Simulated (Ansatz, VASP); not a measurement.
**One calculation of Y, two programs**

The input INCAR:

```
SYSTEM = Y
ALGO = Normal ; EDIFF = 1E-6
ENCUT = 520 ; GGA = PS
ISIF = 2 ; ISMEAR = 0
LASPH = .TRUE. ; LCHARG = .FALSE.
LREAL = .FALSE. ; LWAVE = .FALSE.
NBANDS = 12 ; NELM = 100
PREC = Accurate ; SIGMA = 0.15
```

KPOINTS

```
k-points
0
G
  16 16 16
  0 0 0
```

POSCAR

```
Y
1.0
    0.0000000000      2.2862000000      2.6838000000
    2.2862000000      0.0000000000      2.6838000000
    2.2862000000      2.2862000000      0.0000000000
Y
1
Direct
    0.0000000000      0.0000000000      0.0000000000
```

Input for Ansatz:

```yaml
crystal:
  lattice:
    - [0.0, 2.2862, 2.6838]
    - [2.2862, 0.0, 2.6838]
    - [2.2862, 2.2862, 0.0]
  atoms:
    - { symbol: "Y", position: [0.0, 0.0, 0.0] }
basis:
  ecutwfc: 420
kpoints:
  mp_grid: { grid: [16, 16, 16] }
hamiltonian:
  xc: pbesol
scf:
  occupations: { method: gaussian, width: 0.15 }
output:
  forces: true
  stress: true
  eigenvalues: true
```

Change from the starting cell: strain -0.080 along x and y, +0.080 along z, atoms carried along.

Alike in both runs: task single point; functional PBEsol; k mesh 16 × 16 × 16; occupations gaussian, width 0.15 eV; no spin polarisation.

|  | VASP | Ansatz |
| --- | --- | --- |
| version | VASP 6.6.1 | Ansatz 0.2.0 |
| potentials or method | VASP PAW PBE potentials, release 64 (Y_sv) | scalar-relativistic, plane waves, PAW |
| plane-wave cutoff (eV) | 520 | 420 |
| valence electrons in the cell | 11 | 11 |

VASP gave:

| Item | Value |
| --- | --- |
| gap on the k mesh at the Fermi level (eV) | none |
| pressure (GPa) | 4.2 |
| largest component of the traceless stress (GPa) | 3.90 |

Problem. Which values does Ansatz return?

Solution. gap on the k mesh at the Fermi level (eV): none; pressure (GPa): 4.4; largest component of the traceless stress (GPa): 3.84.

A gap of «none» marks a metal or a gap that the smearing closes.

Caveats: the PAW data sets were made with another functional, which shifts forces and pressure a little (VASP).
